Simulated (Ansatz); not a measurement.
**BP: electrons, doping and thermopower**

Plane-wave DFT in Ansatz, PBEsol, scalar-relativistic PAW potentials, cutoff 420 eV, no spin-orbit coupling; no spin polarisation. BP in space group F-43m. Boltzmann transport at 300 K in rigid bands with one relaxation time, bands interpolated from the k mesh 10×10×10; values are means over x, y, z.

| electrons (cm⁻³) | size of S (μV/K) | σ/τ (Ω⁻¹ m⁻¹ s⁻¹) |
| --- | --- | --- |
| 10^18 | 532.3 | 8.56e+16 |
| 10^19 | ? | 8.54e+17 |
| 10^20 | 153.9 | 8.28e+18 |
| 10^21 | 41.1 | 6.78e+19 |

Take the lowest doping as non-degenerate: get the effective density of states and the masses, and predict the missing S.

For parabolic bands and one τ, |S| = (k_B/e)(5/2 − η) with k_B/e = 86.17 μV/K and n = N e^η. The first row gives η = -3.68, N = 3.95×10¹⁹ cm⁻³ and, from N = 2.509×10¹⁹ cm⁻³ × m_d^(3/2), a density-of-states mass of 1.35 mₑ (all valleys and bands together). σ/τ = ne²/m_c gives a conductivity mass of 0.33 mₑ; m_d is 4.1 times m_c, the sign of several valleys, several bands or anisotropy. A decade of doping costs (k_B/e) ln 10 = 198.4 μV/K, which predicts 334 μV/K; the run gave 335.7. There η is about -1.4, where Fermi statistics begin to count, but their first corrections to η and to the mean carrier energy nearly cancel, so the rule still holds. At 10^21 cm⁻³ the rule would give -63 μV/K against 41.1: the gas is degenerate there. Scattering that depends on energy changes the 5/2, and whether such doping can be reached wasn't computed.

Cost: about 1.4 core-minutes for the runs cited, on AMD EPYC 7R43 (Zen 3) (shared hosts).

The thermopower falls with doping because the Fermi level moves up towards and then into the conduction band, so each carrier transports less energy relative to it. The large ratio of density-of-states to conductivity mass fits the known band structure of BP, whose conduction minima lie along Γ–X as in silicon. Several equivalent valleys add states, while the light transverse masses dominate conduction.

σ/τ grows slightly less than in proportion to the electron density, and clearly so at 10^21 cm⁻³. Degeneracy alone would not cause this in parabolic bands, so the conductivity mass must be rising, probably through non-parabolicity as the valleys fill. Among the listed dopings, S²σ/τ peaks at 10^20 cm⁻³, the usual compromise between thermopower and conductivity. That ranking carries over to the real power factor only if τ changes little with doping, whereas ionised impurities would normally shorten it. Nor does a favourable power factor make BP a good thermoelectric, since its light atoms and stiff covalent bonds give it a very high lattice thermal conductivity.
